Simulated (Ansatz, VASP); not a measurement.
**Al in VASP and in Ansatz**

```
Al
1.0
     2.79886    0.00000    0.00000
    -1.39943    2.42388    0.00000
     0.00000    0.00000    4.60286
Al
2
Direct
  0.66667 0.33333 0.75000
  0.33333 0.66667 0.25000
```

Alike in both runs: functional PBE; dispersion D3(BJ); k mesh 18 × 18 × 10; occupations fermi-dirac, width 0.15 eV; no spin polarisation.

Ansatz relaxed the structure, and its values are those at the end. VASP's run is a single point on that final structure, the one shown.

```csv
,VASP,Ansatz
version,VASP 6.6.1,Ansatz 0.2.0
potentials or method,"VASP PAW PBE potentials, release 64 (Al)","scalar-relativistic, plane waves, PAW"
plane-wave cutoff (eV),520,420
valence electrons in the cell,6,6
```

```tsv
	VASP	Ansatz	Ansatz less VASP
gap on the k mesh at the Fermi level (eV)	none	none	-
pressure (GPa)	1.7	1.7	+0.03
```

A gap of «none» marks a metal or a gap that the smearing closes.

Caveats: pairwise dispersion overbinds metals, which lowers pressure and volume.
